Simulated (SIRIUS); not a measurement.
Runs of SIRIUS 7.12.0 on Hf. Symmetry: Pm-3m, No. 221, cubic system. Conventional cell: a = 2.914 Å, b = 2.914 Å, c = 2.914 Å, α = 90.00°, β = 90.00°, γ = 90.00°. Hf (site symmetry m-3m) has 6 Hf at 2.91 Å as nearest neighbours. The cell was built by a generator and needn't be a form met in nature.

```csv
level,V0 of scaled cells (Å³/atom),B0 (GPa)
BLYP,25.72,73
AM05,23.49,80
RPBE,25.53,72
revPBE,25.31,73
WC,(b),81
PBE,24.75,(a)
PBEsol,23.52,81
PW91,24.63,77
```

Alike in all rows: task equation of state; potentials or basis all-electron FP-LAPW, apw+lo standard; no spin polarisation; cell as given; k mesh 9 × 9 × 9; cutoff (eV) 164; smearing fermi-dirac 0.05 eV.

Question: Fill in the values left out.

Answer: (a) 76; (b) 23.60.

Not every run made on this cell is shown here.
